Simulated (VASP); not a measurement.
# Re (P6_3/mmc) in VASP: reference runs

Aim: a first look at Re with PBE, on the cell as given and on a disturbed one.

Everything below comes from runs of VASP 6.6.1. Logs are shortened: lines on timing, memory, paths and dates and some standing lists are left out, and cuts for length are marked.

## 1. Starting point

It takes space group P6_3/mmc (No. 194, hexagonal). Conventional cell: a = 2.761 Å, b = 2.761 Å, c = 4.458 Å, α = 90.00°, β = 90.00°, γ = 120.00°. Around Re (site symmetry -6m2) lie 12 Re at 2.74 to 2.76 Å.

## 2. Single point, PBE

INCAR

```
  PREC = Accurate
  ENCUT = 520
  EDIFF = 1E-7
  ISMEAR = -1
  SIGMA = 0.05
  LREAL = False
  LASPH = True
  NELM = 60
  ALGO = Normal
  ISIF = 2
  LWAVE = False
  LCHARG = False
  GGA = PE
  NBANDS = 14
```

KPOINTS

```
Automatic mesh
0
Gamma
  11 11 6
```

POSCAR

```
Re
1.0
    2.7608000000      0.0000000000      0.0000000000
   -1.3804000000      2.3909229348      0.0000000000
    0.0000000000      0.0000000000      4.4582000000
Re
2
Direct
    0.6666666667      0.3333333333      0.7500000000
    0.3333333333      0.6666666667      0.2500000000
```

Potentials or basis: VASP PAW PBE potentials, release 64 (Re).

Launch:

```sh
cat potpaw_PBE.64/Re/POTCAR > POTCAR
mpirun -np 1 vasp_std > vasp.out
```

OUTCAR:

```text
PREC = Accurate
   ENCUT = 520
   EDIFF = 1E-7
   ISMEAR = -1
   LREAL = False
   LASPH = True
   NELM = 60
   ISIF = 2
   GGA = PE

 ion  position               nearest neighbor table
   1  0.667  0.333  0.750-   2 2.74   2 2.74   2 2.74   2 2.74   2 2.74   2 2.74
   2  0.333  0.667  0.250-   1 2.74   1 2.74   1 2.74   1 2.74   1 2.74   1 2.74

  LATTYP: Found a hexagonal cell.
 ALAT       =     2.7608000000
 C/A-ratio  =     1.6148217908

  Lattice vectors:

 A1 = (   2.7608000000,   0.0000000000,   0.0000000000)
 A2 = (  -1.3804000000,   2.3909229348,   0.0000000000)
 A3 = (   0.0000000000,   0.0000000000,   4.4582000000)

Analysis of symmetry for initial positions (statically):
=====================================================================
 Subroutine PRICEL returns:
 Original cell was already a primitive cell.

 Routine SETGRP: Setting up the symmetry group for a
 hexagonal supercell.

 Subroutine GETGRP returns: Found 24 space group operations
 (whereof 12 operations were pure point group operations)
 out of a pool of 24 trial point group operations.

The static configuration has the point symmetry D_3d.
 The point group associated with its full space group is D_6h.

Analysis of symmetry for dynamics (positions and initial velocities):
=====================================================================
 Subroutine PRICEL returns:
 Original cell was already a primitive cell.

 Routine SETGRP: Setting up the symmetry group for a
 hexagonal supercell.

 Subroutine GETGRP returns: Found 24 space group operations
 (whereof 12 operations were pure point group operations)
 out of a pool of 24 trial point group operations.

The dynamic configuration has the point symmetry D_3d.
 The point group associated with its full space group is D_6h.

 Subroutine INISYM returns: Found 24 space group operations
 (whereof 12 operations are pure point group operations),
 and found     1 'primitive' translations

----------------------------------------------------------------------------------------

                                     Primitive cell

  volume of cell :      29.4280

  direct lattice vectors                    reciprocal lattice vectors
     2.760800000  0.000000000  0.000000000     0.362213851  0.209124264  0.000000000
    -1.380400000  2.390922935  0.000000000     0.000000000  0.418248529  0.000000000
     0.000000000  0.000000000  4.458200000     0.000000000  0.000000000  0.224305774

  length of vectors
     2.760800000  2.760800000  4.458200000     0.418248529  0.418248529  0.224305774

  position of ions in fractional coordinates (direct lattice)
[... 119 lines left out ...]
   EFERMI =   0.00;   METHOD = LEGACY
   ISMEAR =    -1;   SIGMA  =   0.05  broadening in eV -4-tet -1-fermi 0-gaus
   EFERMI_NEDOS =   21; number of points for ismear=-14 and -15
   IALGO  =     38    algorithm
   IMIX   =      4    mixing-type and parameters
     AMIX     =   0.40;   BMIX     =  1.00
     AMIX_MAG =   1.60;   BMIX_MAG =  1.00
  volume/ion in A,a.u.               =      14.71        99.29
  Fermi-wavevector in a.u.,A,eV,Ry     =   1.278000  2.415070 22.222174  1.633284
  Thomas-Fermi vector in A             =   2.410568
   LORBIT       =      0    0 simple, 1 ext, 2 COOP (PROOUT), +10 PAW based schemes
   GGA     = PE    functional components
   LHFCALC =     F    Hartree Fock is set to
   AEXX    =    0.0000 exact exchange contribution
   IVDW    =     0    specifies the selected vdW correction
   LEPSILON=     F    determine dielectric tensor
   LRPA    =     F    only Hartree local field effects (RPA)
 non-spin polarized calculation
  energy-cutoff  :      520.00
  volume of cell :       29.43
 maximum number of plane-waves:       808
 NGX is ok and might be reduce to    24
   NGX = 11   NGY = 11   NGZ = 17

 number of electron      14.0000000 magnetization

 Free energy of the ion-electron system (eV)
  ---------------------------------------------------
  ext. energy  EPLUGINS =         0.00000000
  ---------------------------------------------------
  free energy    TOTEN  =       -24.84612026 eV

  energy without entropy =      -24.83219212  energy(sigma->0) =      -24.83915619

 E-fermi :   7.8931     XC(G=0): -13.7306

 val. band max:        7.8761287871   @ k =   0.1818  -0.0000   0.1667
 cond. band min:       7.9389491540   @ k =   0.3636   0.1818   0.3333
 fundamental gap:      0.0628203669
 Fermi energy:         7.8931491425

 k-point     1 :       0.0000    0.0000    0.0000
  band No.  band energies     occupation
      1      -1.9812      2.00000
      2       1.2626      2.00000
      3       6.3061      2.00000
      4       6.3061      2.00000
      5       6.3066      2.00000
      6       7.1427      2.00000
      7       7.1427      2.00000
      8       8.0720      0.05438
      9       8.0720      0.05438
     10       8.5025      0.00001
     11      11.2483      0.00000
     12      11.2483      0.00000
     13      17.9031      0.00000
     14      22.0331      0.00000
[... 649 lines left out ...]
      1       0.9836      2.00000
      2       2.8805      2.00000
      3       3.8747      2.00000
      4       4.8675      2.00000
      5       5.4436      2.00000
      6       6.4399      2.00000
      7       7.1673      2.00000
      8       8.0975      0.03304
      9       9.5485      0.00000
     10       9.8576      0.00000
     11      11.1342      0.00000
     12      12.8688      0.00000
     13      20.9053      0.00000
     14      24.2004      0.00000

 [... further k-points ...]

------------------------ aborting loop because EDIFF is reached ----------------------------------------

  FORCE on cell =-STRESS in cart. coord.  units (eV):
  Direction    XX          YY          ZZ          XY          YZ          ZX
  --------------------------------------------------------------------------------------
  -------------------------------------------------------------------------------------
  Total        1.0125954      1.0125954      1.0468928      0.0000000     -0.0000000     -0.0000000
  in kB       55.1298061     55.1298061     56.9970978      0.0000000     -0.0000000     -0.0000000
  external PRESSURE =      55.7522367 kB  Pullay stress =       0.0000000 kB

 VOLUME and BASIS-vectors are now :
 -----------------------------------------------------------------------------
  energy-cutoff  :      520.00
  volume of cell :       29.43
      direct lattice vectors                 reciprocal lattice vectors
     2.760800000  0.000000000  0.000000000     0.362213851  0.209124264  0.000000000
    -1.380400000  2.390922935  0.000000000     0.000000000  0.418248529  0.000000000
     0.000000000  0.000000000  4.458200000     0.000000000  0.000000000  0.224305774

 POSITION                                       TOTAL-FORCE (eV/Angst)
 -----------------------------------------------------------------------------------
      1.38040      0.79697      3.34365        -0.000000      0.000000      0.000000
     -0.00000      1.59395      1.11455         0.000000      0.000000      0.000000
 -----------------------------------------------------------------------------------
    total drift:                               -0.000000      0.000000     -0.000000

  FREE ENERGIE OF THE ION-ELECTRON SYSTEM (eV)
  ---------------------------------------------------
  free  energy   TOTEN  =       -24.8461202552 eV

  energy  without entropy=      -24.8321921236  energy(sigma->0) =      -24.83915619
```

stdout:

```text
POSCAR found type information on POSCAR Re
 POSCAR found :  1 types and       2 ions
 scaLAPACK will be used
 LDA part: xc-table for (Slater+PW92), standard interpolation
 POSCAR, INCAR and KPOINTS ok, starting setup
 FFT: planning ... GRIDC
 FFT: planning ... GRID_SOFT
 FFT: planning ... GRID
 WAVECAR not read
 entering main loop
```

Run time: 11 s. Hardware: 1 thread of Intel Xeon 6975P-C (Granite Rapids), shared host; peak memory 0.16 GiB.

Results:

* Free energy: -24.8461 eV
* Pressure: 5.6 GPa
* Band gap on the k mesh: none (metal or under the smearing width)

Levels at points of the mesh, in eV from the Fermi level:
```csv
k point,band 4,band 5,band 6,band 7,band 8,band 9,band 10,band 11
"(0.00, 0.00, 0.00)",-1.59,-1.59,-0.75,-0.75,0.18,0.18,0.61,3.36
"(0.00, 0.00, 0.50)",-2.39,-1.72,-1.72,-1.72,-1.72,2.54,2.54,2.54
```

Spin-orbit coupling is left out, which matters for the levels of Re.

## 3. Single point, PBE (atoms moved at random, drawn with an rms of 0.05 Å)

INCAR

```
PREC     = Accurate       # precision mode
ENCUT    = 520            # plane-wave cutoff, eV
EDIFF    = 1E-7           # SCF threshold, eV
ISMEAR   = -1             # smearing method
SIGMA    = 0.05           # smearing width, eV
LREAL    = F              # projectors in reciprocal space
LASPH    = T              # aspherical terms in the spheres
NELM     = 60             # most SCF steps
ALGO     = Normal         # electronic algorithm
ISIF     = 2              # what is computed and relaxed
LWAVE    = F              # write WAVECAR
LCHARG   = F              # write CHGCAR
GGA      = PE             # functional
NBANDS   = 14             # bands
```

KPOINTS

```
regular mesh
0
Gamma
  11 11 6
```

POSCAR

```
Re
1.0
    2.7608000000      0.0000000000      0.0000000000
   -1.3804000000      2.3909229348      0.0000000000
    0.0000000000      0.0000000000      4.4582000000
Re
2
Direct
    0.6651910000      0.3157920000      0.7640740000
    0.3298360000      0.6656080000      0.2440940000
```

Potentials or basis: VASP PAW PBE potentials, release 64 (Re).

Launch:

```sh
cat potpaw_PBE.64/Re/POTCAR > POTCAR
mpirun -np 1 vasp_std > vasp.out
```

OUTCAR:

```text
PREC = Accurate
   ENCUT = 520
   EDIFF = 1E-7
   ISMEAR = -1
   LREAL = F
   LASPH = T
   NELM = 60
   ISIF = 2
   GGA = PE

 ion  position               nearest neighbor table
   1  0.665  0.316  0.764-   2 2.65   2 2.67   2 2.70   2 2.79   2 2.81   2 2.84
   2  0.330  0.666  0.244-   1 2.65   1 2.67   1 2.70   1 2.79   1 2.81   1 2.84

  LATTYP: Found a hexagonal cell.
 ALAT       =     2.7608000000
 C/A-ratio  =     1.6148217908

  Lattice vectors:

[... 895 lines left out ...]

------------------------ aborting loop because EDIFF is reached ----------------------------------------

  FORCE on cell =-STRESS in cart. coord.  units (eV):
  Direction    XX          YY          ZZ          XY          YZ          ZX
  --------------------------------------------------------------------------------------
  -------------------------------------------------------------------------------------
  Total        1.0459823      1.3865683      1.4209608      0.1321029     -0.1594141      0.1110604
  in kB       56.9475248     75.4904089     77.3628784      7.1922197     -8.6791515      6.0465802
  external PRESSURE =      69.9336040 kB  Pullay stress =       0.0000000 kB

 VOLUME and BASIS-vectors are now :
 -----------------------------------------------------------------------------
  energy-cutoff  :      520.00
  volume of cell :       29.43
      direct lattice vectors                 reciprocal lattice vectors
     2.760800000  0.000000000  0.000000000     0.362213851  0.209124264  0.000000000
    -1.380400000  2.390922935  0.000000000     0.000000000  0.418248529  0.000000000
     0.000000000  0.000000000  4.458200000     0.000000000  0.000000000  0.224305774

 POSITION                                       TOTAL-FORCE (eV/Angst)
 -----------------------------------------------------------------------------------
      1.40054      0.75503      3.40639        -0.152696      0.207672     -0.433546
     -0.00819      1.59142      1.08822         0.152696     -0.207672      0.433546
 -----------------------------------------------------------------------------------
    total drift:                               -0.000000     -0.000000     -0.000000

  FREE ENERGIE OF THE ION-ELECTRON SYSTEM (eV)
  ---------------------------------------------------
  free  energy   TOTEN  =       -24.8248718087 eV

  energy  without entropy=      -24.8131457767  energy(sigma->0) =      -24.81900879
```

Wall time 54 s (1 thread of Intel Xeon 6975P-C (Granite Rapids), shared host); peak memory 0.26 GiB.

What came out:

* Free energy: -24.8249 eV
* Pressure: 7.0 GPa
* Largest force: 0.504 eV/Å
* Band gap on the k mesh: none (metal or under the smearing width)

Forces in eV/Å, atoms in the order of the input:
```
Re  -0.153  0.208 -0.434
Re   0.153 -0.208  0.434
```

Spin-orbit coupling is left out, which matters for the levels of Re.
